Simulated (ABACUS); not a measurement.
Here is an ABACUS 3.10.1 calculation.

File INPUT:

```
INPUT_PARAMETERS
suffix              MgS
calculation         scf
basis_type          pw
pseudo_dir          ./
symmetry            1
dft_functional      pbesol
ecutwfc             84
pseudo_rcut         7
nspin               1
nbands              12
ks_solver           dav
smearing_method     fd
smearing_sigma      0.00367493
scf_thr             1e-08
scf_nmax            100
mixing_type         broyden
mixing_beta         0.7
cal_force           1
cal_stress          1
kpar                4
```

Contents of STRU:

```
ATOMIC_SPECIES
S 32.0600 S.upf
Mg 24.3050 Mg.upf

LATTICE_CONSTANT
1.8897261246

LATTICE_VECTORS
0.0000000000 2.6016500000 2.6016500000
2.6016500000 0.0000000000 2.6016500000
2.6016500000 2.6016500000 0.0000000000

ATOMIC_POSITIONS
Direct

S
0.0
1
0.4992310000 0.5036530000 0.5096220000 1 1 1

Mg
0.0
1
0.0147500000 -0.0082040000 -0.0116660000 1 1 1
```

Contents of KPT:

```
K_POINTS
0
Gamma
9 9 9 0 0 0
```

Potentials or basis: PseudoDojo NC SR 0.4.1 PBEsol standard, plane waves.

Launch:

```sh
$ OMP_NUM_THREADS=1 mpirun -np 4 abacus > log
```

Estimate the band gap on the k mesh.

2.83 eV, indirect (least direct gap 3.59 eV).

Predict the pressure.

-0.6 GPa.

Predict the largest force.

0.262 eV/Å.

Stress tensor (GPa, compression positive):
```
-0.03 -0.02  0.01
-0.02 -0.92  0.00
 0.01  0.00 -0.94
```

Caveat: an odd mesh through Γ misses points on the zone boundary, where band edges often lie.
